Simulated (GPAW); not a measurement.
FeO (Wuestite):

```
CELL_PARAMETERS angstrom
0.00000 2.15540 2.15540
2.15540 0.00000 2.15540
2.15540 2.15540 0.00000
ATOMIC_POSITIONS crystal
Fe 0.00000 0.00000 0.00000
O 0.50000 0.50000 0.50000
```

Base run:

* Program: GPAW 26.7.0
* Functional: PBE
* Potentials or basis: GPAW PAW data sets (gpaw-data 1.2.1)
* Cutoff: 800 eV
* Basis: pw
* k mesh: 11 × 11 × 11
* Occupations: fermi-dirac, width 0.05 eV
* Spin: collinear spin, ferromagnetic start
* Starting moments: [3.0, 0.0] μB
* Fixed moment: 3 μB

Its results: pressure -10.1 GPa; site moments Fe +2.81; O +0.07 μB.

Problem. After a change of settings the same cell gave: pressure -21.1 GPa; site moments Fe +1.48; O -0.02 μB. Which change was it?
A. fixed moment from 3 μB to 1.5 μB; moments at the start from [3.0, 0.0] to [1.5, 0.0]
B. fixed moment from 3 μB to 2.25 μB; moments at the start from [3.0, 0.0] to [2.25, 0.0]
C. fixed moment from 3 μB to none; moments at the start from [3.0, 0.0] to [4.5, 0.0]
D. fixed moment from 3 μB to 3.75 μB; moments at the start from [3.0, 0.0] to [3.75, 0.0]

Solution. A.

Caveats: the total moment is fixed, so each spin has its own Fermi level; a cell with one magnetic atom can't hold antiferromagnetic order, which such compounds often take.
